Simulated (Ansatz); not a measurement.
## SrTiO3: which input changes reach the field gradients?

Cell: a COD entry, taken as it stands.

```
Sr Ti O
1.0
     3.90500    0.00000    0.00000
     0.00000    3.90500    0.00000
     0.00000    0.00000    3.90500
Sr Ti O
1 1 3
Direct
  0.00000 0.00000 0.00000
  0.50000 0.50000 0.50000
  0.00000 0.50000 0.50000
  0.50000 0.00000 0.50000
  0.50000 0.50000 0.00000
```

Sites (sets of like atoms) are named by element and the number of their first atom in this list.

Reference run. The numbers come from a DFT calculation in Ansatz (PBE, plane waves and PAW, scalar-relativistic, 420 eV cutoff, Γ-centred 8×8×8 k-points, Fermi–Dirac smearing 0.02 eV).

It gives V_zz (10²¹ V/m²) O 1.30 (η 0.00), among others. Each of these runs changes the input as listed (caps on SCF iterations aside):

A. scf.lower_state_search: not typed → off; basis.ecutwfc: not typed → 40.4 Ry
B. hamiltonian.xc: pbe → revpbe; scf.lower_state_search: not typed → light; hamiltonian.pseudopotentials: {kind: paw} → {kind: paw_fr}; magnetization: not typed → {noncollinear: true, spin_orbit: true}

(1) How does each run end, and how far do the gradients move?

Answers

(1) 

```csv
run,O V_zz (η),"largest change of a gradient tensor, all atoms",note
A,1.30 (0.00),0.00,converged
B,1.44 (0.00),0.14,converged; another functional
```

Run B moves them most, on O (V_zz from 1.30 to 1.44).

Run B changes hamiltonian.xc, hamiltonian.pseudopotentials, magnetization together, so the table can't tell their shares apart.

On the reference run: This high-symmetry form of SrTiO3 is unstable when cold, to tilts of the octahedra. The symmetry of the cell holds that distortion back, wholly or in part, and it would change the field gradients, the more the larger the distortion.
